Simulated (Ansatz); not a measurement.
# Tungsten, dhcp under RPBE: structure, energy and stiffness, part 2 of 2

The plan for tungsten in the dhcp structure: relax it, solve it on a dense k-mesh, then scale the cell to 7 volumes from 88 to 112 % of the relaxed one and try a fit of the equation of state. Spin polarisation is left out. The k-meshes are 13×13×4 for the relaxation; 17×17×5 for the dense run; 15×15×4 for the volumes.

Ansatz 0.2.0; DFT, RPBE, plane waves (420 eV) with PAW, scalar-relativistic. Earlier steps stand in the parts before.

## Step 4: At 88 % of the relaxed volume

input.yaml

```yaml
crystal:
  lattice:
    - [2.6801462744, 0.0, 0.0]
    - [-1.3400731372, 2.3210747595, 0.0]
    - [0.0, 0.0, 9.456656766]
  atoms:
    - { symbol: W, position: [1.0, 1.0, 1.0] }
    - { symbol: W, position: [1.0, 1.0, 0.5] }
    - { symbol: W, position: [0.3333333333, 0.6666666667, 0.25] }
    - { symbol: W, position: [0.6666666667, 0.3333333333, 0.75] }
hamiltonian:
  xc: rpbe
  pseudopotentials:
    kind: paw
    azcp:
      W: "pseudopotentials/W.paw.azcp"
basis:
  ecutwfc: 420
  fft_grid_basis: typed
kpoints:
  mp_grid: { grid: [15, 15, 4], shift: [0, 0, 0] }
magnetization:
  spin_polarized: false
scf:
  occupations: { method: fermi_dirac, width: 0.1 }
  lower_state_search: "off"
output:
  stress: true
```

Started as:

```console
$ ansatz run input.yaml --threads 2 --pin off --max-ram 5120MiB --backend cpu --events-out ev --progress --plain --runs-dir out
```

Standard output (excerpt; [...] marks lines left out):

```text
Warning: RAYON_NUM_THREADS=2 ignored (pool sized by the plan → 2); use --threads N
[...]
Pseudopotentials: kind: paw
Pseudopotential: W, paw, valence charge 14, recommended cutoff 420 eV (normal), <dir>
Functional definition: RPBE
[...]
Crystal: 4 atoms, lattice volume = 58.828 Å³
Basis set: ecut = 420 eV, 1177 PW (Γ)
Bands: 34, of which v1, the nominal top of the filled ones, is band 28 counted from 1 (27 counted from 0)
Symmetry: 24 space group operations
Space group: P63/mmc (ITA 194), of the structure as read, at distance tolerance 3.9e-5 Å
k-points: 81 of 900
[...]
SCF iter   1: F=—  HF=-41587.374982 eV  |F-HF|=—  |Δ(HF+E_count)|=         —  Δρ=7.17e-3  dr2=3.70e-2  ethr=1.77e-3  ⟨swp⟩=5.0  Hψ=10891  notcnv=0
[...]
SCF iter   6: F=-41587.366204 eV  HF=-41587.366204 eV  |F-HF|=7.43e-9  |Δ(HF+E_count)|=   7.91e-8  Δρ=8.78e-6  dr2=2.53e-8  ethr=1.79e-10  ⟨swp⟩=4.9  Hψ=10196  notcnv=0
[...]
SCF converged after 6 iterations
Free energy (F): -41587.366204 eV
[...]
E sigma→0 (E₀):  -41587.305934 eV
Entropy (-TS):   -0.120539 eV (-30.135 meV/atom)
Fermi energy:    24.312962 eV
[...]
--- Stress (GPa, compression-positive) ---
       48.006899       0.000000      -0.000000
        0.000000      48.006899       0.000000
       -0.000000       0.000000      39.163474
  P = ⅓ Tr σ = 45.0591 GPa (450.591 kbar)
```

Wall time 3.1 s (2 threads of Arm Neoverse V1, shared host); peak memory 0.39 GiB.

## Step 5: At 92 % of the relaxed volume

input.yaml, as its differences from that of step 4:

```diff
@@ -2,5 +2,5 @@
   lattice:
-    - [2.6801462744, 0.0, 0.0]
-    - [-1.3400731372, 2.3210747595, 0.0]
-    - [0.0, 0.0, 9.456656766]
+    - [2.720154356, 0.0, 0.0]
+    - [-1.360077178, 2.3557227745, 0.0]
+    - [0.0, 0.0, 9.5978217088]
   atoms:
@@ -28 +28,5 @@
   stress: true
+  write_density: true
+  write_potential: true
+  elf: true
+  volumetric_format: npy
```

Started as:

```console
$ ansatz run input.yaml --threads 2 --pin off --max-ram 5120MiB --backend cpu --events-out ev --progress --plain --runs-dir out
```

Standard output (excerpt; [...] marks lines left out):

```text
Warning: RAYON_NUM_THREADS=2 ignored (pool sized by the plan → 2); use --threads N
[...]
[... 3 set-up lines as earlier in the session ...]
[...]
Crystal: 4 atoms, lattice volume = 61.502 Å³
Basis set: ecut = 420 eV, 1203 PW (Γ)
Bands: 34, of which v1, the nominal top of the filled ones, is band 28 counted from 1 (27 counted from 0)
[... 2 set-up lines as earlier in the session ...]
k-points: 81 of 900
[...]
SCF iter   1: F=—  HF=-41587.968845 eV  |F-HF|=—  |Δ(HF+E_count)|=         —  Δρ=6.57e-3  dr2=2.89e-2  ethr=1.77e-3  ⟨swp⟩=5.0  Hψ=10863  notcnv=0
[...]
SCF iter   6: F=-41587.961642 eV  HF=-41587.961642 eV  |F-HF|=7.28e-12  |Δ(HF+E_count)|=   9.25e-9  Δρ=2.59e-6  dr2=2.65e-9  ethr=1.79e-10  ⟨swp⟩=8.8  Hψ=17370  notcnv=0
[...]
SCF converged after 6 iterations
Free energy (F): -41587.961642 eV
[...]
E sigma→0 (E₀):  -41587.899369 eV
Entropy (-TS):   -0.124546 eV (-31.137 meV/atom)
Fermi energy:    23.130205 eV
[...]
--- Stress (GPa, compression-positive) ---
       28.737397       0.000000       0.000000
        0.000000      28.737397       0.000000
        0.000000       0.000000      23.242450
  P = ⅓ Tr σ = 26.9057 GPa (269.057 kbar)
--- Band table (eV; the first three rows and the last of 81) ---
[...]
```

It took 4.9 s on 2 threads of Arm Neoverse V1, shared host; peak memory 0.4 GiB.

Density in a lattice plane of the grid's cell (edges 2.72 and 9.60 Å, at 0.000 of the third edge), which holds W.

Values in e/Å³, 12 rows by 6 columns:
```
1.82 0.97 0.37 0.30 0.37 0.97
0.34 0.34 0.37 0.41 0.37 0.34
0.38 0.47 1.11 1.92 1.11 0.47
0.34 0.34 0.37 0.41 0.37 0.34
1.82 0.97 0.37 0.30 0.37 0.97
3.56 4.92 1.22 0.43 1.22 4.92
1.82 0.97 0.37 0.30 0.37 0.97
0.34 0.34 0.37 0.41 0.37 0.34
0.38 0.47 1.11 1.92 1.11 0.47
0.34 0.34 0.37 0.41 0.37 0.34
1.82 0.97 0.37 0.30 0.37 0.97
3.56 4.92 1.22 0.43 1.22 4.92
```
Columns run along the first of these edges and rows up along the second, over one cell in 6 and 12 even steps from the bottom left corner. Atoms in the plane (fractional): W at (0.00, 0.00), W at (0.00, 0.50).

ELF in the same plane.

Values, 12 rows by 6 columns:
```
0.58 0.34 0.23 0.42 0.23 0.34
0.58 0.46 0.22 0.16 0.22 0.46
0.46 0.31 0.38 0.57 0.39 0.31
0.58 0.46 0.22 0.16 0.22 0.46
0.58 0.34 0.23 0.42 0.23 0.34
0.00 0.61 0.40 0.35 0.40 0.61
0.58 0.34 0.23 0.42 0.23 0.34
0.58 0.46 0.22 0.16 0.22 0.46
0.46 0.31 0.39 0.57 0.38 0.31
0.58 0.46 0.22 0.16 0.22 0.46
0.58 0.34 0.23 0.42 0.23 0.34
0.00 0.61 0.40 0.35 0.40 0.61
```
Columns run along the first of these edges and rows up along the second, over one cell in 6 and 12 even steps from the bottom left corner. Atoms in the plane (fractional): W at (0.00, 0.00), W at (0.00, 0.50).

Both are smooth fields of the valence electrons: close to the nuclei they are not physical.

The highest ELF values outside the cores: 0.58 between the atoms, 1.6 Å from W.

## Step 6: At 96 % of the relaxed volume

input.yaml, as its differences from that of step 5:

```diff
@@ -2,5 +2,5 @@
   lattice:
-    - [2.720154356, 0.0, 0.0]
-    - [-1.360077178, 2.3557227745, 0.0]
-    - [0.0, 0.0, 9.5978217088]
+    - [2.7590189547, 0.0, 0.0]
+    - [-1.3795094774, 2.3893805043, 0.0]
+    - [0.0, 0.0, 9.7349519745]
   atoms:
@@ -28,5 +28 @@
   stress: true
-  write_density: true
-  write_potential: true
-  elf: true
-  volumetric_format: npy
```

Started as:

```console
$ ansatz run input.yaml --threads 2 --pin off --max-ram 5120MiB --backend cpu --events-out ev --progress --plain --runs-dir out
```

Standard output (excerpt; [...] marks lines left out):

```text
Warning: RAYON_NUM_THREADS=2 ignored (pool sized by the plan → 2); use --threads N
[...]
[... 3 set-up lines as earlier in the session ...]
[...]
Crystal: 4 atoms, lattice volume = 64.176 Å³
Basis set: ecut = 420 eV, 1251 PW (Γ)
Bands: 34, of which v1, the nominal top of the filled ones, is band 28 counted from 1 (27 counted from 0)
[... 2 set-up lines as earlier in the session ...]
k-points: 81 of 900
[...]
SCF iter   1: F=—  HF=-41588.288541 eV  |F-HF|=—  |Δ(HF+E_count)|=         —  Δρ=6.11e-3  dr2=2.32e-2  ethr=1.77e-3  ⟨swp⟩=4.9  Hψ=10825  notcnv=0
[...]
SCF iter   6: F=-41588.282805 eV  HF=-41588.282805 eV  |F-HF|=1.46e-11  |Δ(HF+E_count)|=   1.14e-8  Δρ=2.39e-6  dr2=2.44e-9  ethr=1.79e-10  ⟨swp⟩=4.0  Hψ=8671  notcnv=0
[...]
SCF converged after 6 iterations
Free energy (F): -41588.282805 eV
[...]
E sigma→0 (E₀):  -41588.218479 eV
Entropy (-TS):   -0.128652 eV (-32.163 meV/atom)
Fermi energy:    22.043200 eV
[...]
--- Stress (GPa, compression-positive) ---
       13.007048       0.000000       0.000000
        0.000000      13.007048       0.000000
        0.000000       0.000000      10.228112
  P = ⅓ Tr σ = 12.0807 GPa (120.807 kbar)
```

Wall time 3.4 s (2 threads of Arm Neoverse V1, shared host); peak memory 0.4 GiB.

## Step 7: At 100 % of the relaxed volume

input.yaml, as its differences from that of step 6:

```diff
@@ -2,5 +2,5 @@
   lattice:
-    - [2.7590189547, 0.0, 0.0]
-    - [-1.3795094774, 2.3893805043, 0.0]
-    - [0.0, 0.0, 9.7349519745]
+    - [2.7968184321, 0.0, 0.0]
+    - [-1.3984092161, 2.4221158119, 0.0]
+    - [0.0, 0.0, 9.8683240543]
   atoms:
```

Started as:

```console
$ ansatz run input.yaml --threads 2 --pin off --max-ram 5120MiB --backend cpu --events-out ev --progress --plain --runs-dir out
```

Standard output (excerpt; [...] marks lines left out):

```text
Warning: RAYON_NUM_THREADS=2 ignored (pool sized by the plan → 2); use --threads N
[...]
[... 3 set-up lines as earlier in the session ...]
[...]
Crystal: 4 atoms, lattice volume = 66.850 Å³
Basis set: ecut = 420 eV, 1317 PW (Γ)
Bands: 34, of which v1, the nominal top of the filled ones, is band 28 counted from 1 (27 counted from 0)
[... 2 set-up lines as earlier in the session ...]
k-points: 81 of 900
[...]
SCF iter   1: F=—  HF=-41588.384460 eV  |F-HF|=—  |Δ(HF+E_count)|=         —  Δρ=5.72e-3  dr2=1.94e-2  ethr=1.77e-3  ⟨swp⟩=4.8  Hψ=10755  notcnv=0
[...]
SCF iter   6: F=-41588.380044 eV  HF=-41588.380044 eV  |F-HF|=1.46e-11  |Δ(HF+E_count)|=   1.64e-8  Δρ=2.43e-6  dr2=2.73e-9  ethr=1.79e-10  ⟨swp⟩=4.0  Hψ=8674  notcnv=0
[...]
SCF converged after 6 iterations
Free energy (F): -41588.380044 eV
[...]
E sigma→0 (E₀):  -41588.313378 eV
Entropy (-TS):   -0.133332 eV (-33.333 meV/atom)
Fermi energy:    21.039843 eV
[...]
--- Stress (GPa, compression-positive) ---
        0.163774       0.000000       0.000000
        0.000000       0.163774       0.000000
        0.000000       0.000000      -0.385808
  P = ⅓ Tr σ = -0.0194 GPa (-0.194 kbar)
```

Run time: 3.8 s. Hardware: 2 threads of Arm Neoverse V1, shared host; peak memory 0.4 GiB.

## Step 8: At 104 % of the relaxed volume

input.yaml, as its differences from that of step 7:

```diff
@@ -2,5 +2,5 @@
   lattice:
-    - [2.7968184321, 0.0, 0.0]
-    - [-1.3984092161, 2.4221158119, 0.0]
-    - [0.0, 0.0, 9.8683240543]
+    - [2.8336228952, 0.0, 0.0]
+    - [-1.4168114476, 2.453989412, 0.0]
+    - [0.0, 0.0, 9.9981853156]
   atoms:
```

Started as:

```console
$ ansatz run input.yaml --threads 2 --pin off --max-ram 5120MiB --backend cpu --events-out ev --progress --plain --runs-dir out
```

Standard output (excerpt; [...] marks lines left out):

```text
Warning: RAYON_NUM_THREADS=2 ignored (pool sized by the plan → 2); use --threads N
[...]
[... 3 set-up lines as earlier in the session ...]
[...]
Crystal: 4 atoms, lattice volume = 69.524 Å³
Basis set: ecut = 420 eV, 1353 PW (Γ)
Bands: 34, of which v1, the nominal top of the filled ones, is band 28 counted from 1 (27 counted from 0)
[... 2 set-up lines as earlier in the session ...]
k-points: 81 of 900
[...]
SCF iter   1: F=—  HF=-41588.297831 eV  |F-HF|=—  |Δ(HF+E_count)|=         —  Δρ=5.37e-3  dr2=1.65e-2  ethr=1.77e-3  ⟨swp⟩=4.7  Hψ=10606  notcnv=0
[...]
SCF iter   6: F=-41588.294629 eV  HF=-41588.294629 eV  |F-HF|=3.64e-11  |Δ(HF+E_count)|=   1.90e-8  Δρ=2.46e-6  dr2=3.02e-9  ethr=1.79e-10  ⟨swp⟩=4.0  Hψ=8646  notcnv=0
[...]
SCF converged after 6 iterations
Free energy (F): -41588.294629 eV
[...]
E sigma→0 (E₀):  -41588.225322 eV
Entropy (-TS):   -0.138614 eV (-34.654 meV/atom)
Fermi energy:    20.110064 eV
[...]
--- Stress (GPa, compression-positive) ---
      -10.307539      -0.000000       0.000000
        0.000000     -10.307539       0.000000
        0.000000       0.000000      -9.021093
  P = ⅓ Tr σ = -9.8787 GPa (-98.787 kbar)
```

Wall time 4.4 s (2 threads of Arm Neoverse V1, shared host); peak memory 0.41 GiB.

## Step 9: At 108 % of the relaxed volume

input.yaml, as its differences from that of step 8:

```diff
@@ -2,5 +2,5 @@
   lattice:
-    - [2.8336228952, 0.0, 0.0]
-    - [-1.4168114476, 2.453989412, 0.0]
-    - [0.0, 0.0, 9.9981853156]
+    - [2.8694953476, 0.0, 0.0]
+    - [-1.4347476738, 2.4850558671, 0.0]
+    - [0.0, 0.0, 10.1247580602]
   atoms:
```

Started as:

```console
$ ansatz run input.yaml --threads 2 --pin off --max-ram 5120MiB --backend cpu --events-out ev --progress --plain --runs-dir out
```

Standard output (excerpt; [...] marks lines left out):

```text
Warning: RAYON_NUM_THREADS=2 ignored (pool sized by the plan → 2); use --threads N
[...]
[... 3 set-up lines as earlier in the session ...]
[...]
Crystal: 4 atoms, lattice volume = 72.198 Å³
Basis set: ecut = 420 eV, 1425 PW (Γ)
Bands: 34, of which v1, the nominal top of the filled ones, is band 28 counted from 1 (27 counted from 0)
[... 1 set-up line as earlier in the session ...]
Space group: P63/mmc (ITA 194), of the structure as read, at distance tolerance 4.2e-5 Å
k-points: 81 of 900
[...]
SCF iter   1: F=—  HF=-41588.062768 eV  |F-HF|=—  |Δ(HF+E_count)|=         —  Δρ=5.06e-3  dr2=1.40e-2  ethr=1.77e-3  ⟨swp⟩=4.6  Hψ=10611  notcnv=0
[...]
SCF iter   6: F=-41588.060564 eV  HF=-41588.060564 eV  |F-HF|=1.46e-11  |Δ(HF+E_count)|=   1.97e-8  Δρ=2.40e-6  dr2=3.12e-9  ethr=1.79e-10  ⟨swp⟩=4.0  Hψ=8660  notcnv=0
[...]
SCF converged after 6 iterations
Free energy (F): -41588.060564 eV
[...]
E sigma→0 (E₀):  -41587.988392 eV
Entropy (-TS):   -0.144344 eV (-36.086 meV/atom)
Fermi energy:    19.245603 eV
[...]
--- Stress (GPa, compression-positive) ---
      -18.823174       0.000000      -0.000000
        0.000000     -18.823174      -0.000000
       -0.000000      -0.000000     -16.028500
  P = ⅓ Tr σ = -17.8916 GPa (-178.916 kbar)
```

Run time: 4 s. Hardware: 2 threads of Arm Neoverse V1, shared host; peak memory 0.41 GiB.

## Step 10: At 112 % of the relaxed volume

input.yaml, as its differences from that of step 9:

```diff
@@ -2,5 +2,5 @@
   lattice:
-    - [2.8694953476, 0.0, 0.0]
-    - [-1.4347476738, 2.4850558671, 0.0]
-    - [0.0, 0.0, 10.1247580602]
+    - [2.9044926425, 0.0, 0.0]
+    - [-1.4522463213, 2.5153644135, 0.0]
+    - [0.0, 0.0, 10.2482428895]
   atoms:
```

Started as:

```console
$ ansatz run input.yaml --threads 2 --pin off --max-ram 5120MiB --backend cpu --events-out ev --progress --plain --runs-dir out
```

Standard output (excerpt; [...] marks lines left out):

```text
Warning: RAYON_NUM_THREADS=2 ignored (pool sized by the plan → 2); use --threads N
[...]
[... 3 set-up lines as earlier in the session ...]
[...]
Crystal: 4 atoms, lattice volume = 74.872 Å³
Basis set: ecut = 420 eV, 1451 PW (Γ)
Bands: 34, of which v1, the nominal top of the filled ones, is band 28 counted from 1 (27 counted from 0)
[... 2 set-up lines as earlier in the session ...]
k-points: 81 of 900
[...]
SCF iter   1: F=—  HF=-41587.707449 eV  |F-HF|=—  |Δ(HF+E_count)|=         —  Δρ=4.83e-3  dr2=1.26e-2  ethr=1.77e-3  ⟨swp⟩=4.3  Hψ=10617  notcnv=0
[...]
SCF iter   6: F=-41587.705890 eV  HF=-41587.705890 eV  |F-HF|=7.28e-12  |Δ(HF+E_count)|=   2.06e-8  Δρ=2.29e-6  dr2=3.18e-9  ethr=1.79e-10  ⟨swp⟩=4.0  Hψ=8621  notcnv=0
[...]
SCF converged after 6 iterations
Free energy (F): -41587.705890 eV
[...]
E sigma→0 (E₀):  -41587.630699 eV
Entropy (-TS):   -0.150381 eV (-37.595 meV/atom)
Fermi energy:    18.439596 eV
[...]
--- Stress (GPa, compression-positive) ---
      -25.722979      -0.000000       0.000000
        0.000000     -25.722979       0.000000
        0.000000       0.000000     -21.695473
  P = ⅓ Tr σ = -24.3805 GPa (-243.805 kbar)
```

Wall time 4.1 s (2 threads of Arm Neoverse V1, shared host); peak memory 0.41 GiB.

## Step 11: Fitting the volumes

All volumes keep the relaxed shape and fractional coordinates.

```tsv
V (Å³/atom)	E − E₀ (meV/atom)	P from the stress (GPa)	P from the fit (GPa)
14.707	251.8	45.06	45.06
15.376	103.4	26.91	26.76
16.044	23.6	12.08	11.92
16.713	-0.1	-0.02	-0.16
17.381	21.9	-9.88	-10.02
18.050	81.2	-17.89	-18.07
18.718	170.6	-24.38	-24.64
```

Fit (Birch-Murnaghan, third order): V₀ = 16.703 Å³/atom, B₀ = 273 GPa, B₀′ = 4.1, largest residual 0.10 meV/atom.

Fit and stress differ a little: one follows E(σ → 0), the other the smeared free energy.

## Step 12: What came out

The summary covers parts 1 to 2.

| quantity | value |
| --- | --- |
| space group (spins left aside) | P6_3/mmc (No. 194) |
| conventional cell | a = 2.797 Å, c = 9.868 Å (c/a = 3.528) |
| volume | 16.713 Å³/atom |
| shortest distance | 2.797 Å |
| gap on the mesh | none (levels filled in part) |
| relative to bcc | +480 meV/atom |
| V₀, B₀, B₀′ | 16.703 Å³/atom, 273 GPa, 4.1 |

**Reading.** From the guessed start the volume grew by 5.5 % in 7 steps. It lies 480 meV/atom above the element's reference form at the same level (bcc, from a run of its own). No gap shows: it is a metal or semimetal at this level. B₀ comes out at 273 GPa; letting shape and positions relax at each volume could only lower it. Relaxation kept the symmetry; phonons were not checked.
